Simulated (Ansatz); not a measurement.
# SiO2: the cost of one run

Method: DFT PBE, scalar-relativistic, plane waves, PAW, unless a step names another level, in Ansatz 0.2.0.

1 further run of the same task is left out (set aside as unsound or not needed).

### 1 Starting point

Symmetry: P4_2/mnm, No. 136, tetragonal system. Conventional cell: a = 4.236 Å, b = 4.236 Å, c = 2.691 Å, α = 90.00°, β = 90.00°, γ = 90.00°. Around Si (site symmetry mmm) lie 6 O at 1.77 to 1.84 Å. O (site symmetry m2m) is surrounded by 3 Si at 1.77 to 1.84 Å.

As a file:

```cif
data_structure
_symmetry_space_group_name_H-M 'P 1'
_symmetry_Int_Tables_number 1
_cell_length_a 4.2355
_cell_length_b 4.2355
_cell_length_c 2.6908
_cell_angle_alpha 90.000
_cell_angle_beta 90.000
_cell_angle_gamma 90.000
_cell_volume 48.27
loop_
_atom_site_label
_atom_site_type_symbol
_atom_site_fract_x
_atom_site_fract_y
_atom_site_fract_z
_atom_site_occupancy
Si1 Si 0.50000 0.50000 0.50000 1
Si2 Si 0.00000 0.00000 0.00000 1
O1 O 0.19307 0.80693 0.50000 1
O2 O 0.30693 0.30693 0.00000 1
O3 O 0.80693 0.19307 0.50000 1
O4 O 0.69307 0.69307 0.00000 1
```

The cell was relaxed beforehand at this level, from a generated guess; it needn't be the stable form of this composition. At a tolerance of 0.02 Å it has space group P4_2/mnm (No. 136); it has 8.05 Å³/atom, an uncorrected energy of -2.59 eV/atom over the elements and, on its mesh, gap 5.04 eV.

### 2 Strained cells: the elastic tensor

input.yaml

```yaml
crystal:
  lattice:
    - [4.2361267054, 0.0, 0.0]
    - [0.0, 4.2361267054, 0.0]
    - [0.0, 0.0, 2.6904580793]
  atoms:
    - { symbol: Si, position: [0.5, 0.5, 0.5] }
    - { symbol: Si, position: [0.0, 0.0, 0.0] }
    - { symbol: O, position: [0.1930160627, 0.8069839373, 0.5] }
    - { symbol: O, position: [0.3069839373, 0.3069839373, 0.0] }
    - { symbol: O, position: [0.8069839373, 0.1930160627, 0.5] }
    - { symbol: O, position: [0.6930160627, 0.6930160627, 0.0] }
basis:
  ecutwfc: 420
kpoints:
  mp_grid: { grid: [6, 6, 8] }
hamiltonian:
  xc: pbe
scf:
  occupations: { method: fixed }
output:
  forces: true
  stress: true
  eigenvalues: true
elastic:
  mode: relaxed_ion
  stencil: two_point
```

Started as:

```bash
$ ansatz run input.yaml --threads 1 --pin off --max-ram 2560MiB --backend cpu --events-out ev --progress --plain --runs-dir out
```

Q: Estimate wall time and peak memory on 1 thread of AMD EPYC 7R43 (Zen 3), shared host.

About 2.3 min, with a peak of 0.46 GiB.
